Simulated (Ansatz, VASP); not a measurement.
# One calculation of Sb, two programs

File INCAR:

```
SYSTEM = Sb
PREC     = Accurate       ! precision mode
ENCUT    = 520            ! plane-wave cutoff, eV
EDIFF    = 1E-8           ! SCF threshold, eV
ISMEAR   = -1             ! smearing method
SIGMA    = 0.05           ! smearing width, eV
LREAL    = .False.        ! projectors in reciprocal space
LASPH    = .True.         ! aspherical terms in the spheres
NELM     = 60             ! most SCF steps
ALGO     = Normal         ! electronic algorithm
ISIF     = 2              ! what is computed and relaxed
LWAVE    = .False.        ! write WAVECAR
LCHARG   = .False.        ! write CHGCAR
LEFG     = .True.       
NBANDS   = 8              ! bands
```

The input KPOINTS:

```
regular mesh
0
Gamma
  12 12 12
  0 0 0
```

Contents of POSCAR:

```
Sb
1.0
    3.0833436100      0.0000000000      0.0000000000
    0.0000000000      3.0833436100      0.0000000000
    0.0000000000      0.0000000000      3.0833436100
Sb
1
Direct
    0.0000000000      0.0000000000      0.0000000000
```

Input for Ansatz:

```yaml
crystal:
  lattice:
    - [3.08334361, 0.0, 0.0]
    - [0.0, 3.08334361, 0.0]
    - [0.0, 0.0, 3.08334361]
  atoms:
    - { symbol: Sb, position: [0.0, 0.0, 0.0] }
kpoints:
  mp_grid: { grid: [12, 12, 12] }
  band_path:
    path:
      - [0.0, 0.0, 0.0]
      - [0.0, 0.5, 0.0]
      - [0.5, 0.5, 0.0]
      - [0.0, 0.0, 0.0]
      - [0.5, 0.5, 0.5]
      - [0.0, 0.5, 0.0]
      - [0.5, 0.5, 0.5]
      - [0.5, 0.5, 0.0]
    npoints: 5
scf:
  occupations: { method: fermi_dirac, width: 0.05 }
hamiltonian:
  xc: lda
  pseudopotentials: { kind: paw }
output:
  forces: true
  stress: true
  eigenvalues: true
  efg: { contact_densities: true }
```

Alike in both runs: task electric field gradients; functional LDA; k mesh 12 × 12 × 12; occupations fermi-dirac, width 0.05 eV; no spin polarisation.

```csv
,VASP,Ansatz
version,VASP 6.6.1,Ansatz 0.2.0
potentials or method,"VASP PAW LDA potentials, release 64 (Sb)","PAW with Ansatz's default frozen-core files, scalar-relativistic"
plane-wave cutoff (eV),520,420
valence electrons in the cell,5,15
```

```csv
,VASP,Ansatz,Ansatz less VASP
pressure (GPa),-2.2,-2.4,-0.17
Vzz of the field gradient on the site that differs most (V/Å²),0.0,0.0,0.00
```

The two sets of potentials don't hold the same shells in valence. Ansatz warned: «gradients_without_spin_orbit».

The runs have no spin-orbit coupling, so splittings on Sb are missing.
